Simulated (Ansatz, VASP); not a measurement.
## Sn in VASP and in Ansatz

```
Sn
1.0
     2.80362    0.00000    0.00000
     0.00000    2.80362    0.00000
     0.00000    0.00000    2.80362
Sn
1
Direct
  0.00000 0.00000 0.00000
```

Alike in both runs: functional PBEsol; k mesh 13 × 13 × 13; occupations fermi-dirac, width 0.05 eV; no spin polarisation.

Ansatz relaxed the structure, and its values are those at the end. VASP's run is a single point on that final structure, the one shown.

```csv
,VASP,Ansatz
version,VASP 6.6.1,Ansatz 0.2.0
potentials or method,"VASP PAW PBE potentials, release 64 (Sn_d), cutoff 520 eV","all-electron LAPW, scalar-relativistic"
```

Ansatz gave:

- pressure (GPa): 23.0

Q: Which values does VASP return?

A: Pressure (GPa): 22.9.

Ansatz ran all-electron here, so the differences hold the error of VASP's frozen core and of both bases.

Caveats: so large a pressure means that the cell lies far from this level's equilibrium, or that cutoff or potentials fall short (VASP); the potentials were made for another functional, which shifts forces and pressure (VASP).
